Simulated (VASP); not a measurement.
Write the native input for VASP 6.6.1 that does the following.

- Task: relaxation of cell and atoms
- Functional: PBEsol
- Potentials or basis: VASP PAW PBE potentials, release 64 (As)
- Cutoff: 600 eV
- k mesh: 10 × 10 × 10
- Occupations: fermi-dirac, width 0.05 eV
- Spin: no spin polarisation
- Further INCAR settings: ALGO = Fast; EDIFF = 1e-06; IBRION = 2; EDIFFG = -0.01; NSW = 40; ISIF = 3

The structure of As lies in POSCAR:

```
As
1.0
    2.7036817444      0.0000000000      0.0000000000
    0.0000000000      2.7036817444      0.0000000000
    0.0000000000      0.0000000000      2.7036817444
As
1
Direct
    0.5000000000      0.5000000000      0.5000000000
```

This isn't the form of As at room conditions, which is rhombohedral.

The input as run:

INCAR

```
SYSTEM = As
PREC = Accurate
ENCUT = 600
EDIFF = 1E-6
ISMEAR = -1
SIGMA = 0.05
LREAL = .False.
LASPH = .True.
NELM = 60
ALGO = Fast
ISIF = 3
LWAVE = .False.
LCHARG = .False.
GGA = PS
IBRION = 2
NSW = 40
EDIFFG = -0.01
```

KPOINTS

```
Automatic mesh
0
Gamma
  10 10 10
  0 0 0
```

Potentials or basis: VASP PAW PBE potentials, release 64 (As).

The run is started by

```sh
$ cat potpaw_PBE.64/As/POTCAR > POTCAR
$ mpirun -np 1 vasp_std > vasp.out
```

It gave:

```
Relaxed volume                         : 19.48 Å³/atom
Relaxed cell                           : a = 2.691 Å, b = 2.691 Å, c = 2.691 Å, α = 90.00°, β = 90.00°, γ = 90.00°
Space group after relaxing (to 0.05 Å) : Pm-3m (No. 221)
Energy gained by relaxing              : 1.1 meV/atom
Ionic steps                            : 3
Pressure after relaxing                : 0.0 GPa
Band gap on the k mesh                 : none (metal or under the smearing width)
```

Caveat: the PAW data sets were made with another functional, which shifts forces and pressure a little.

Run time: 9.6 s on 1 thread of Intel(R) Xeon(R) Platinum 8259CL CPU @ 2.50GHz (Skylake/Cascade Lake), with other jobs on the host, peak memory 0.15 GiB.
